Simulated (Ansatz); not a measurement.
input.yaml (Ansatz)

```yaml
crystal:
  lattice:
    - [0.0, 3.4318472317, 3.4318472317]
    - [3.4318472317, 0.0, 3.4318472317]
    - [3.4318472317, 3.4318472317, 0.0]
  atoms:
    - { symbol: Mg, position: [0.125, 0.125, 0.125] }
    - { symbol: Mg, position: [0.875, 0.875, 0.875] }
hamiltonian:
  xc: pbe
  pseudopotentials:
    kind: paw_fr
    azcp:
      Mg: "pseudopotentials/Mg.paw.azcp"
basis:
  ecutwfc: 420
  fft_grid_basis: typed
kpoints:
  mp_grid: { grid: [8, 8, 8], shift: [0, 0, 0] }
magnetization:
  noncollinear: true
  spin_orbit: true
scf:
  occupations: { method: fermi_dirac, width: 0.1 }
output:
  write_density: true
  write_potential: true
  elf: true
  volumetric_format: npy
```

Output

```
Engine: ansatz 0.2.0, x86_64-unknown-linux-gnu
Pseudopotentials: kind: paw_fr
Pseudopotential: Mg, paw_fr, valence charge 10, recommended cutoff 420 eV (normal) 
Functional definition: PBE
  parameter kappa = 0.804
  parameter beta = 0.06672455060314922
  exchange = pbe_x(kappa = kappa, mu = beta*pi^2/3)
  correlation = pbe_c(beta = beta)
non-collinear run that drives no moment, with spin-orbit: no starting moment large enough to seed its density (crystal.atoms[].spin), no starting occupations that ask for one, no magnetisation constraint and no magnetic field, so the semilocal B_xc is pinned to zero
Crystal: 2 atoms, lattice volume = 80.838 Å³
Basis set: ecut = 420 eV, 1591 PW (Γ)
Bands: 28, of which v1, the nominal top of the filled ones, is band 20 counted from 1 (19 counted from 0)
Symmetry: 48 space group operations + 48 with time reversal
Magnetic group: BNS 227.129 (UNI 1631), of the structure as read, at distance tolerance 4.3e-5 Å
k-points: 29 of 512
Projection manifold: j_resolved (fully-relativistic pseudo-atomic orbitals)
Non-local potential: Mg, projectors of the file, l = 0: 3, l = 1: 4, l = 2: 2
PAW form: soft (Blöchl's): semilocal exchange-correlation on the pseudo side does not see the compensation charge
PAW one-centre angular grid: Mg, 110 points (default); XC on 96 Gauss nodes
Initial density: superposition of atomic densities (chi_scale 0.1, normalization cell)
Initial wavefunctions: pseudopotential atomic-orbital guess
Functional: x = pbe(κ = 0.804, μ = 0.2195149727645171), c = pbe(β = 0.06672455060314922)
SCF iter   1: F=—  HF=-3846.167773 eV  |F-HF|=—  |Δ(HF+E_count)|=         —  Δρ=6.15e-3  dr2=4.94e-2  dr2_m=0.00e0 (ungated)  ethr=3.10e-3  |M|=0.00e0 ∫|m|=0.00e0 μB  |m|>n=0.0e0 m-floor=0.0e0 τ_xc=0.0e0  β_m=0.30  ⟨swp⟩=9.5  Hψ=2451  notcnv=0
spin=Noncollinear: Kerker preconditioning applied to the charge; magnetization (m_x, m_y, m_z) channels mix plain (no charge-response kernel on spin).
SCF iter   2: F=—  HF=-3846.169719 eV  |F-HF|=—  |Δ(HF+E_count)|=   1.95e-3  Δρ=5.08e-3  dr2=3.54e-2  dr2_m=0.00e0 (ungated)  ethr=2.47e-4  |M|=0.00e0 ∫|m|=0.00e0 μB  |m|>n=0.0e0 m-floor=0.0e0 τ_xc=0.0e0  β_m=0.48  ⟨swp⟩=1.0  Hψ=522  notcnv=0  defer=2
SCF iter   3: F=—  HF=-3846.169634 eV  |F-HF|=—  |Δ(HF+E_count)|=   8.54e-5  Δρ=1.45e-3  dr2=4.01e-3  dr2_m=0.00e0 (ungated)  ethr=1.77e-4  |M|=0.00e0 ∫|m|=0.00e0 μB  |m|>n=0.0e0 m-floor=0.0e0 τ_xc=0.0e0  β_m=0.79  ⟨swp⟩=2.0  Hψ=532  notcnv=0  defer=2
SCF iter   4: F=—  HF=-3846.169342 eV  |F-HF|=—  |Δ(HF+E_count)|=   2.92e-4  Δρ=2.84e-4  dr2=1.97e-4  dr2_m=0.00e0 (ungated)  ethr=2.00e-5  |M|=0.00e0 ∫|m|=0.00e0 μB  |m|>n=0.0e0 m-floor=0.0e0 τ_xc=0.0e0  β_m=0.89  ⟨swp⟩=2.0  Hψ=458  notcnv=0  defer=2
SCF iter   5: F=—  HF=-3846.169413 eV  |F-HF|=—  |Δ(HF+E_count)|=   7.15e-5  Δρ=1.14e-4  dr2=2.19e-5  dr2_m=0.00e0 (ungated)  ethr=9.85e-7  |M|=0.00e0 ∫|m|=0.00e0 μB  |m|>n=0.0e0 m-floor=0.0e0 τ_xc=0.0e0  β_m=0.95  ⟨swp⟩=2.0  Hψ=459  notcnv=0  defer=2
SCF iter   6: F=—  HF=-3846.169440 eV  |F-HF|=—  |Δ(HF+E_count)|=   2.68e-5  Δρ=1.22e-5  dr2=1.16e-7  dr2_m=0.00e0 (ungated)  ethr=1.10e-7  |M|=0.00e0 ∫|m|=0.00e0 μB  |m|>n=0.0e0 m-floor=0.0e0 τ_xc=0.0e0  β_m=0.97  ⟨swp⟩=2.0  Hψ=462  notcnv=0  defer=2
SCF iter   7: F=-3846.169441 eV  HF=-3846.169441 eV  |F-HF|=3.40e-8  |Δ(HF+E_count)|=   3.60e-7  Δρ=3.77e-6  dr2=1.13e-8  dr2_m=0.00e0 (ungated)  ethr=5.00e-10  |M|=0.00e0 ∫|m|=0.00e0 μB  |m|>n=0.0e0 m-floor=0.0e0 τ_xc=0.0e0  ⟨swp⟩=4.9  Hψ=1375  notcnv=0
SCF 1 converged in 7 iterations: F = -3846.169441 eV  dr2 = 1.13e-8
SCF converged after 7 iterations
Magnetization: |M| = 0.0000 μB,  M = (+0.0000, +0.0000, +0.0000) μB
Absolute magnetization: 0.0000 μB (∫|m|)
  site 0: m = (+0.0000, +0.0000, +0.0000) μB, |m| = 0.0000 μB  (R = 1.23 Å)
  site 1: m = (+0.0000, +0.0000, +0.0000) μB, |m| = 0.0000 μB  (R = 1.23 Å)
Free energy (F): -3846.169441 eV
Harris-Foulkes:  -3846.169441 eV  (|F-HF|=3.40e-8)
Internal energy: -3846.127274 eV  (E = F + TS)
E sigma→0 (E₀):  -3846.148357 eV
Entropy (-TS):   -0.042167 eV (-21.083 meV/atom)
Fermi energy:    1.818061 eV
--- Per-component energies (eV) ---
  E_band       = -795.443034
  E_kinetic    = 146.776646
  E_local      = -3824.165088  (includes V_loc(G=0)·N_el)
  E_nonlocal   = 192.938363
  E_hartree    = 1408.747669
  E_xc         = -54.198815
  E_vxc        = -69.833307  (∫ρ·V_xc dr)
  E_paw        = -586.106070  (= ΣΔE_a)
  E_vpaw       = -58.656395  (= ΣTr[D̂ρ^β])
  E_aug_tail   = -0.000005  (compensation charges beyond the density's cutoff)
  E_ewald      = -1130.119974
  E_smearing   = -0.042167  (= −TS)
  E_closure    = 0.000000  (closes the sum)
  Σ components = -3846.169441   (vs F -3846.169441, Δ=0.00e0)
--- Band table (eV; the first three rows and the last of 29) ---
  k-point 0: bands = ["-74.5709", "-74.5709", "-74.5657", "-74.5657", "-41.5292", "-41.5292", "-41.5101", "-41.5101", "-41.2414", "-41.2414", "-41.2414", "-41.2414", "-41.2218", "-41.2218", "-41.2218", "-41.2218", "-3.1253", "-3.1253", "4.9708", "4.9708", "4.9892", "4.9892", "4.9892", "4.9892", "6.0411", "6.0411", "6.0531", "6.0531"]
  k-point 1: bands = ["-74.5708", "-74.5708", "-74.5658", "-74.5658", "-41.5287", "-41.5287", "-41.5107", "-41.5107", "-41.2416", "-41.2416", "-41.2406", "-41.2406", "-41.2225", "-41.2225", "-41.2216", "-41.2216", "-2.9849", "-2.9849", "3.7727", "3.7727", "4.7181", "4.7181", "4.7299", "4.7299", "6.1609", "6.1609", "6.4047", "6.4047"]
  k-point 2: bands = ["-74.5704", "-74.5704", "-74.5662", "-74.5662", "-41.5273", "-41.5273", "-41.5123", "-41.5123", "-41.2422", "-41.2422", "-41.2385", "-41.2385", "-41.2245", "-41.2245", "-41.2210", "-41.2210", "-2.5708", "-2.5708", "2.1335", "2.1335", "4.3813", "4.3813", "4.3933", "4.3933", "5.8944", "5.8944", "6.6075", "6.6075"]
  k-point 28: bands = ["-74.5683", "-74.5683", "-74.5683", "-74.5683", "-41.5203", "-41.5203", "-41.5199", "-41.5199", "-41.2422", "-41.2422", "-41.2317", "-41.2317", "-41.2311", "-41.2311", "-41.2209", "-41.2209", "-0.0387", "-0.0387", "-0.0362", "-0.0362", "1.7520", "1.7520", "1.7564", "1.7564", "6.8482", "6.8482", "6.8486", "6.8486"]
```

Launched by

```sh
ansatz run input.yaml --threads 1 --pin off --max-ram 3584MiB --backend cpu --events-out ev --progress --plain --runs-dir out
```

On 1 thread of Intel(R) Xeon(R) Platinum 8259CL CPU @ 2.50GHz (Skylake/Cascade Lake) (shared host) this took about 17 s of wall time and 17 s of CPU time.
